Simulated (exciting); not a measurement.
A run of exciting (release sodium) is set up as follows.

File input.xml:

```xml
<input>
  <title>C</title>
  <structure speciespath="./" tshift="false">
    <crystal scale="1">
      <basevect>0.000000000000 3.370080878874 3.370080878874</basevect>
      <basevect>3.370080878874 0.000000000000 3.370080878874</basevect>
      <basevect>3.370080878874 3.370080878874 0.000000000000</basevect>
    </crystal>
    <species speciesfile="C.xml" rmt="1.4">
      <atom coord="0.750000000000 0.750000000000 0.750000000000"/>
      <atom coord="0.500000000000 0.500000000000 0.500000000000"/>
    </species>
  </structure>
  <groundstate do="fromscratch" ngridk="13 13 13" rgkmax="7.5" gmaxvr="14" lmaxapw="10" lmaxmat="10" lmaxvr="8" stype="Fermi Dirac" swidth="0.00183747" nempty="10" ValenceRelativity="iora*" epsengy="1e-05" epspot="1e-05" maxscl="60" outputlevel="normal">
    <libxc exchange="XC_GGA_X_RPBE" correlation="XC_GGA_C_PBE"/>
  </groundstate>
  <properties>
    <bandstructure>
      <plot1d>
        <path steps="80">
          <point coord="0 0 0" label="G"/>
          <point coord="0.5 0 0.5" label="X"/>
          <point coord="0.5 0.25 0.75" label="W"/>
          <point coord="0.375 0.375 0.75" label="K"/>
          <point coord="0 0 0" label="G"/>
          <point coord="0.5 0.5 0.5" label="L"/>
          <point coord="0.625 0.25 0.625" label="U"/>
          <point coord="0.5 0.25 0.75" label="W"/>
          <point coord="0.5 0.5 0.5" label="L"/>
          <point coord="0.375 0.375 0.75" label="K" breakafter="true"/>
          <point coord="0.625 0.25 0.625" label="U"/>
          <point coord="0.5 0 0.5" label="X"/>
        </path>
      </plot1d>
    </bandstructure>
    <dos nwdos="300" winddos="-0.6 0.5" inttype="tetra" ngrdos="100" nsmdos="1"/>
  </properties>
</input>
```

Potentials or basis: all-electron LAPW+lo, shipped species files, valence relativity iora*.

Launch:

```sh
$ OMP_NUM_THREADS=1 exciting_smp
```

(1) Predict the band gap on the k mesh.

(2) What does it give for the band gap along the path?

Answers

(1) 4.15 eV, indirect (least direct gap 5.61 eV).

(2) 4.14 eV, indirect (least direct gap 5.61 eV).
